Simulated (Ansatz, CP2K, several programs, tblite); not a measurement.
Energy against volume for YN (rocksalt), at fixed shape and fractional coordinates, computed by several methods (PBE and r2SCAN, where shown, with plane waves in Ansatz); the cell shown is that of r2SCAN. Space group Fm-3m (No. 225), cubic; conventional cell a = 4.896 Å, 14.67 Å³ an atom. Around Y lie 6 N at 2.45 Å; around N lie 6 Y at 2.45 Å. (Simulation; spin polarisation is off.) Energies count from each curve's lowest point; fits are third-order Birch-Murnaghan.

```
Y N
1.0
     0.00000    2.44805    2.44805
     2.44805    0.00000    2.44805
     2.44805    2.44805    0.00000
Y N
1 1
Direct
  0.00000 0.00000 0.00000
  0.50000 0.50000 0.50000
```

Problem. PBE, on the shape of its own relaxed cell, gives
```
V (Å³/atom)  E (meV/atom)
     13.878         29.50
     14.321          6.99
     14.764          0.00
     15.206          6.33
     15.649         23.92
```
What equilibrium volume and bulk modulus follow?

Solution. V₀ = 14.76 Å³ an atom and B₀ = 160 GPa.

light PBE (260 eV, its own mesh), on the shape of the cell shown:

| V (Å³/atom) | E (meV/atom) |
| --- | --- |
| 13.497 | 87.09 |
| 14.084 | 33.76 |
| 14.671 | 0.00 |
| 15.258 | 1.56 |
| 15.845 | 29.48 |
| 16.432 | 73.40 |

The points scatter about a smooth fit, as a low cutoff and a light mesh can make them, so no fit is quoted.

GFN2-xTB (tblite), on the shape of the cell shown, as a cluster of 64 atoms at the zone centre:
```
V (Å³/atom)  E (meV/atom)
     12.910          0.00
     13.791      44889.15
     14.671      77706.54
     15.551      79547.04
     16.432      79989.49
```
The lowest point is an end point, so the minimum isn't bracketed.

GFN1-xTB (tblite), on the shape of the cell shown, as a cluster of 64 atoms at the zone centre:
```
V (Å³/atom)  E (meV/atom)
     12.910        166.30
     13.791         93.07
     14.671         46.25
     15.551         16.93
     16.432          0.00
```
This method closes the gap of a crystal that DFT finds insulating, so its curve rests on a wrong state.
The lowest point is an end point, so the minimum isn't bracketed.

Problem. PBE/SZV (CP2K), on the shape of the cell shown, gives
```
V (Å³/atom)  E (meV/atom)
     12.910         66.93
     13.791          0.00
     14.671         10.04
     15.551         74.88
     16.432        178.47
```
This method closes the gap of a crystal that DFT finds insulating, so its curve rests on a wrong state.
What equilibrium volume and bulk modulus follow?

Solution. V₀ = 14.08 Å³ an atom and B₀ = 198 GPa.

Spin-orbit coupling is left out.
